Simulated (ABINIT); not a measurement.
# InP (F-43m) in ABINIT: further runs

One crystal, InP, is run at these levels: PBE; tasks: band structure.

Everything below comes from runs of ABINIT 10.8.3 (patched build). Logs are shortened: lines on timing, memory, paths and dates and some standing lists are left out, and cuts for length are marked. The log counts tension as positive stress, the text compression.

**Measured values to compare with.**

A printed reference work, data compilation reports, for a bulk crystal of InP at 1.6 K: band gap 1.4236 eV (direct).

The results are compared with them further down.

## Step 1: Starting point

Symmetry: F-43m, No. 216, cubic system. The conventional cell has a = 5.861 Å, b = 5.861 Å, c = 5.861 Å, α = 90.00°, β = 90.00°, γ = 90.00°. In (site symmetry -43m) is surrounded by 4 P at 2.54 Å. P (site symmetry -43m) has 4 In at 2.54 Å as nearest neighbours.

## Step 2: Band structure, PBE

The input, run.abi:

```
# Datasets: ground state, then fixed potential
ndtset 2

# Pseudopotentials
pp_dirpath "./"
pseudos "In.GGA_PBE-JTH.xml, P.GGA_PBE-JTH.xml"

# Structure
acell 3*1.0
rprim
     0.0000000000     5.5378424082     5.5378424082
     5.5378424082     0.0000000000     5.5378424082
     5.5378424082     5.5378424082     0.0000000000
ntypat 2
znucl 49 15
natom 2
typat 1 2
xred
     0.0000000000     0.0000000000     0.0000000000
     0.7500000000     0.7500000000     0.7500000000

# Plane-wave basis
ecut 22.0
pawecutdg 44.0
pawxcdev 0

# Exchange and correlation
ixc 11

# Bands and occupations
occopt 3
tsmear 0.05 eV

# SCF cycle
nstep 100

# Output
iomode 3
prtwf 0
prteig 0
prtebands 0
prtden1 1

# Dataset 1
kptopt1 1
ngkpt1 8 8 8
nshiftk1 1
shiftk1 0.0 0.0 0.0
nband1 13
tolvrs1 1.0e-9

# Dataset 2: bands along G-X-W-K-G-L-U-W-L-K
iscf2 -2
getden2 1
nband2 19
nbdbuf2 4
tolwfr2 1.0e-11
kptopt2 -9
ndivsm2 6
prteig2 1
prtvol2 -3
kptbounds2
     0.0000000000     0.0000000000     0.0000000000
     0.5000000000     0.0000000000     0.5000000000
     0.5000000000     0.2500000000     0.7500000000
     0.3750000000     0.3750000000     0.7500000000
     0.0000000000     0.0000000000     0.0000000000
     0.5000000000     0.5000000000     0.5000000000
     0.6250000000     0.2500000000     0.6250000000
     0.5000000000     0.2500000000     0.7500000000
     0.5000000000     0.5000000000     0.5000000000
     0.3750000000     0.3750000000     0.7500000000
```

Potentials or basis: JTH PAW PBE v2.0.

Started as:

```console
abinit run.abi > log 2>&1
```

run.abo:

```text
.Version 10.8.3 of ABINIT
 DATASET    1 : space group F-4 3 m (#216); Bravais cF (face-center cubic)
================================================================================
 Values of the parameters that define the memory need for DATASET  1.
     intxc =       0    ionmov =       0      iscf =      17    lmnmax =      18
     lnmax =       6     mgfft =      36  mpssoang =       3    mqgrid =    3001
     natom =       2  nloc_mem =       2    nspden =       1   nspinor =       1
    nsppol =       1      nsym =      24    n1xccc =       1    ntypat =       2
    occopt =       3   xclevel =       2
       mpw =        1700          nfft =       46656          nkpt =          29
 PAW method is used; the additional fine FFT grid is defined by:
   mgfftf=        48    nfftf =    110592
================================================================================
================================================================================

 DATASET    2 : space group F-4 3 m (#216); Bravais cF (face-center cubic)
================================================================================
 Values of the parameters that define the memory need for DATASET  2.
     intxc =       0    ionmov =       0      iscf =      -2    lmnmax =      18
     lnmax =       6     mgfft =      36  mpssoang =       3    mqgrid =    3001
     natom =       2  nloc_mem =       2    nspden =       1   nspinor =       1
    nsppol =       1      nsym =      24    n1xccc =       1    ntypat =       2
    occopt =       3   xclevel =       2
       mpw =        1696          nfft =       46656          nkpt =         103
 PAW method is used; the additional fine FFT grid is defined by:
   mgfftf=        48    nfftf =    110592
================================================================================
================================================================================

--------------------------------------------------------------------------------
------------- Echo of variables that govern the present computation ------------
--------------------------------------------------------------------------------
 -outvars: echo values of preprocessed input variables --------
            acell      1.0000000000E+00  1.0000000000E+00  1.0000000000E+00 Bohr
              amu      1.14820000E+02  3.09737620E+01
             ecut      2.20000000E+01 Hartree
           getden1          0
           getden2          1
             iscf1         17
             iscf2         -2
              ixc          11
           jdtset        1    2
           kptopt1          1
           kptopt2         -9
         kptrlatt        8    0    0      0    8    0      0    0    8
          kptrlen1     6.26535347E+01
          kptrlen2     3.00000000E+01
            natom           2
            nband1         13
            nband2         19
           nbdbuf1          0
           nbdbuf2          4
           ndtset           2
[... 1129 lines left out ...]
 Integrated electronic density in atomic spheres:
 ------------------------------------------------
 Atom  Sphere_radius  Integrated_density
    1        2.50645         11.24673829
    2        1.60765          1.58544147

================================================================================

 ----iterations are completed or convergence reached----

 Mean square residual over all n,k,spin=   44.971E-13; max=  99.801E-13
 reduced coordinates (array xred) for    2 atoms
       0.000000000000      0.000000000000      0.000000000000
       0.750000000000      0.750000000000      0.750000000000

 cartesian coordinates (angstrom) at end:
    1      0.00000000000000     0.00000000000000     0.00000000000000
    2      4.39574999700532     4.39574999700532     4.39574999700532
 length scales=  1.000000000000  1.000000000000  1.000000000000 bohr
              =  0.529177210544  0.529177210544  0.529177210544 angstroms
 Eigenvalues (hartree) for nkpt= 103  k points:
 kpt#   1, nband= 19, wtk=  1.00000, kpt=  0.0000  0.0000  0.0000 (reduced coord)
  -0.34947   -0.34947   -0.34947   -0.34395   -0.34395   -0.25150    0.17218    0.17218
   0.17218    0.19781    0.32208    0.32208    0.32208    0.48734    0.51831    0.51831
   0.58394    0.58394    0.58394
 kpt#   2, nband= 19, wtk=  1.00000, kpt=  0.0294  0.0000  0.0294 (reduced coord)
  -0.34954   -0.34944   -0.34944   -0.34397   -0.34394   -0.25100    0.16434    0.17091
   0.17091    0.20559    0.32041    0.32378    0.32378    0.49009    0.51218    0.51860
   0.58501    0.58501    0.58791
 kpt#   3, nband= 19, wtk=  1.00000, kpt=  0.0588  0.0000  0.0588 (reduced coord)
  -0.34976   -0.34934   -0.34934   -0.34400   -0.34391   -0.24953    0.15018    0.16729
   0.16729    0.21953    0.31576    0.32870    0.32870    0.49586    0.50000    0.51947
   0.58823    0.58823    0.59622
 kpt#   4, nband= 19, wtk=  1.00000, kpt=  0.0882  0.0000  0.0882 (reduced coord)
  -0.35010   -0.34919   -0.34919   -0.34406   -0.34386   -0.24711    0.13486    0.16179
   0.16179    0.23429    0.30893    0.33636    0.33636    0.48009    0.51094    0.52089
   0.59357    0.59357    0.60497
 kpt#   5, nband= 19, wtk=  1.00000, kpt=  0.1176  0.0000  0.1176 (reduced coord)
[... 381 lines left out ...]
   0.11177    0.26900    0.35032    0.41146    0.41996    0.48999    0.52961    0.61834
   0.65362    0.69095    0.72936
 kpt# 101, nband= 19, wtk=  1.00000, kpt=  0.4000  0.4000  0.7000 (reduced coord)
  -0.35488   -0.34713   -0.34649   -0.34461   -0.34336   -0.16867   -0.03151    0.05208
   0.10745    0.26547    0.34999    0.42527    0.42629    0.48106    0.52806    0.63729
   0.66822    0.69313    0.72546
 kpt# 102, nband= 19, wtk=  1.00000, kpt=  0.3875  0.3875  0.7250 (reduced coord)
  -0.35508   -0.34695   -0.34630   -0.34478   -0.34329   -0.16595   -0.03282    0.04955
   0.10369    0.26192    0.34327    0.43779    0.43893    0.47444    0.52946    0.64669
   0.68569    0.68966    0.72093
 kpt# 103, nband= 19, wtk=  1.00000, kpt=  0.3750  0.3750  0.7500 (reduced coord)
  -0.35526   -0.34679   -0.34616   -0.34492   -0.34321   -0.16437   -0.03422    0.05048
   0.10063    0.25892    0.33327    0.44776    0.44896    0.47559    0.53472    0.64461
   0.68065    0.69917    0.72039

== END DATASET(S) ==============================================================
================================================================================

 -outvars: echo values of variables after computation  --------
            acell      1.0000000000E+00  1.0000000000E+00  1.0000000000E+00 Bohr
           etotal1    -6.4721750872E+01
            fcart1    -6.0778301021E-30 -1.5194575255E-30  6.0778301021E-30
                       6.0778301021E-30  1.5194575255E-30 -6.0778301021E-30
            rprim      0.0000000000E+00  5.5378424082E+00  5.5378424082E+00
                       5.5378424082E+00  0.0000000000E+00  5.5378424082E+00
                       5.5378424082E+00  5.5378424082E+00  0.0000000000E+00
           strten1    -1.1298527452E-04 -1.1298527452E-04 -1.1298527452E-04
                       0.0000000000E+00  0.0000000000E+00  0.0000000000E+00
           xangst      0.0000000000E+00  0.0000000000E+00  0.0000000000E+00
                       4.3957499970E+00  4.3957499970E+00  4.3957499970E+00
             xred      0.0000000000E+00  0.0000000000E+00  0.0000000000E+00
                       7.5000000000E-01  7.5000000000E-01  7.5000000000E-01
 Calculation completed.
```

Run time: 36 s. Hardware: 1 thread of AMD EPYC 9R45 (Zen 5), shared host; peak memory 0.16 GiB.

Results:

| Property | Result |
| --- | --- |
| Free energy | -1761.1686 eV |
| Pressure | 3.3 GPa |
| Band gap on the k mesh | 0.70 eV, direct |
| Band gap along the path | 0.70 eV, direct |
| Valence electrons inside the program's atomic spheres | In 11.25; P 1.59 |

Levels at the corners of the path, in eV from the valence-band top:
```
point  band 6  band 7  band 8  band 9  band 10  band 11  band 12  band 13
    Γ  -11.53    0.00    0.00    0.00     0.70     4.08     4.08     4.08
    X   -9.15   -5.76   -2.33   -2.33     1.76     2.27     9.21     9.57
    W   -9.07   -5.61   -2.96   -2.92     4.29     4.37     5.56     6.21
    K   -9.16   -5.62   -3.31   -1.95     2.36     4.38     7.50     7.53
    Γ  -11.53    0.00    0.00    0.00     0.70     4.08     4.08     4.08
    L   -9.80   -5.74   -0.98   -0.98     1.49     4.80     4.80     7.10
    U   -9.16   -5.62   -3.31   -1.95     2.36     4.38     7.50     7.53
    W   -9.07   -5.61   -2.96   -2.92     4.29     4.37     5.56     6.21
    L   -9.80   -5.74   -0.98   -0.98     1.49     4.80     4.80     7.10
    K   -9.16   -5.62   -3.31   -1.95     2.36     4.38     7.50     7.53
```

Caveat: spin-orbit coupling is left out, which moves the levels of the heavy elements.

[end of part 1 of 2]
